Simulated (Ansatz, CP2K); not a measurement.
This is a calculation of Os (Osmium) for Ansatz 0.2.0. 

Contents of input.yaml:

```yaml
crystal:
  lattice:
    - [2.7341, 0.0, 0.0]
    - [-1.36705, 2.3678000565, 0.0]
    - [0.0, 0.0, 4.3197]
  atoms:
    - { symbol: Os, position: [0.6666666667, 0.3333333333, 0.75] }
    - { symbol: Os, position: [0.3333333333, 0.6666666667, 0.25] }
kpoints:
  mp_grid: { grid: [11, 11, 6] }
scf:
  occupations: { method: gaussian, width: 0.012 }
hamiltonian:
  xc: pbe
  pseudopotentials: { kind: all_electron, lapw: { basis_error: 0.001 } }
output:
  forces: true
  stress: true
  eigenvalues: true
```

Potentials or basis: all-electron LAPW, scalar-relativistic.

The run is started by

```sh
$ ansatz run input.yaml --threads 1 --pin off --max-ram 3072MiB --backend cpu --events-out ev --progress --plain --runs-dir out
```

Translate it to CP2K 2026.2. Potentials or basis there: POTENTIAL_UZH Os GTH-PBE-q16; TZVP-MOLOPT-PBE-GTH basis.

As run (cutoffs and basis follow the program's own potentials, and thresholds, step limits or extra output files can differ):

File os_scf.inp:

```
&GLOBAL
  PROJECT os_scf
  RUN_TYPE ENERGY_FORCE
  PRINT_LEVEL LOW
&END GLOBAL
&FORCE_EVAL
  METHOD QS
  STRESS_TENSOR ANALYTICAL
  &DFT
    BASIS_SET_FILE_NAME BASIS_MOLOPT_UZH
    POTENTIAL_FILE_NAME POTENTIAL_UZH
    &MGRID
      CUTOFF 450
      REL_CUTOFF 60
      NGRIDS 4
    &END MGRID
    &QS
      METHOD GPW
      EPS_DEFAULT 1.0E-10
    &END QS
    &KPOINTS
      SCHEME MONKHORST-PACK 11 11 6
      GAMMA_CENTERED T
      SYMMETRY T
      SYMMETRY_BACKEND SPGLIB
    &END KPOINTS
    &SCF
      SCF_GUESS ATOMIC
      EPS_SCF 1.0E-6
      MAX_SCF 100
      ADDED_MOS 16
      CHOLESKY OFF
      EPS_EIGVAL 1.0E-7
      &DIAGONALIZATION ON
        ALGORITHM STANDARD
      &END DIAGONALIZATION
      &MIXING ON
        METHOD BROYDEN_MIXING
        ALPHA 0.4
        BETA 1.5
        NBUFFER 8
      &END MIXING
      &SMEAR ON
        METHOD GAUSSIAN
        SIGMA [eV] 0.012
      &END SMEAR
    &END SCF
    &XC
      &XC_FUNCTIONAL PBE
      &END XC_FUNCTIONAL
    &END XC
    &PRINT
      &KPOINTS ON
      &END KPOINTS
      &MULLIKEN ON
      &END MULLIKEN
      &MO ON
        ENERGIES T
        OCCUPATION_NUMBERS T
        &EACH
          QS_SCF 0
        &END EACH
        ADD_LAST NUMERIC
      &END MO
    &END PRINT
  &END DFT
  &SUBSYS
    &CELL
      A 2.7341000000 0.0000000000 0.0000000000
      B -1.3670500000 2.3678000565 0.0000000000
      C 0.0000000000 0.0000000000 4.3197000000
      PERIODIC XYZ
    &END CELL
    &COORD
      SCALED
      Os  0.6666666667 0.3333333333 0.7500000000
      Os  0.3333333333 0.6666666667 0.2500000000
    &END COORD
    &KIND Os
      BASIS_SET TZVP-MOLOPT-PBE-GTH-q16
      POTENTIAL GTH-PBE-q16
    &END KIND
    &PRINT
      &ATOMIC_COORDINATES ON
      &END ATOMIC_COORDINATES
      &CELL ON
      &END CELL
    &END PRINT
  &END SUBSYS
  &PRINT
    &FORCES ON
    &END FORCES
    &STRESS_TENSOR ON
    &END STRESS_TENSOR
  &END PRINT
&END FORCE_EVAL
```

Potentials or basis: POTENTIAL_UZH Os GTH-PBE-q16; TZVP-MOLOPT-PBE-GTH basis.

Run with:

```sh
$ OMP_NUM_THREADS=1 cp2k.psmp -i os_scf.inp -o os_scf.out
```

Both were run:

|  | Ansatz | CP2K |
| --- | --- | --- |
| Pressure | 8.7 GPa | 6.8 GPa |

Where Ansatz's input types no cutoff or centring, it takes its own default and a Γ-centred mesh.

Pressure is positive in compression.
